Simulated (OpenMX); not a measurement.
Runs of OpenMX 3.8.5 on CuO. The structure is cubic, space group F-43m (No. 216). Conventional cell: a = 4.655 Å, b = 4.655 Å, c = 4.655 Å, α = 90.00°, β = 90.00°, γ = 90.00°. Around Cu (site symmetry -43m) lie 4 O at 2.02 Å. O (site symmetry -43m) is surrounded by 4 Cu at 2.02 Å. Measurements of this composition are mostly on another form, of space group No. 15.

```csv
level,gap on the mesh (eV),pressure (GPa)
PBE+D4,none,-10.2
PBE,none,(a)
PBE+D3,none,-8.5
PBE+D3(BJ),none,-10.1
```

Alike in all rows: task single point; potentials or basis OpenMX 2013 PBE set, Cu6.0H-s3p2d2, O6.0-s2p2d1, grid cutoff 500 Ry; no spin polarisation; cell as given; k mesh 7 × 7 × 7; smearing fermi-dirac 0.05 eV.

Task: Fill in the values left out.

Result: (a) -7.1.

Caveats: the basis of atomic orbitals isn't converged, which shifts pressures, moduli and gaps; an odd number of electrons without spin polarisation forces a metal; a magnetic or distorted state may lie lower; the run has no spin polarisation, though such a crystal can be magnetic; semilocal functionals often make such compounds metallic where correlation or magnetic order opens a gap, which also shifts bond lengths; pairwise dispersion overbinds metals, which lowers pressure and volume (some runs).

A gap of «none» marks a metal or a gap under the smearing width.
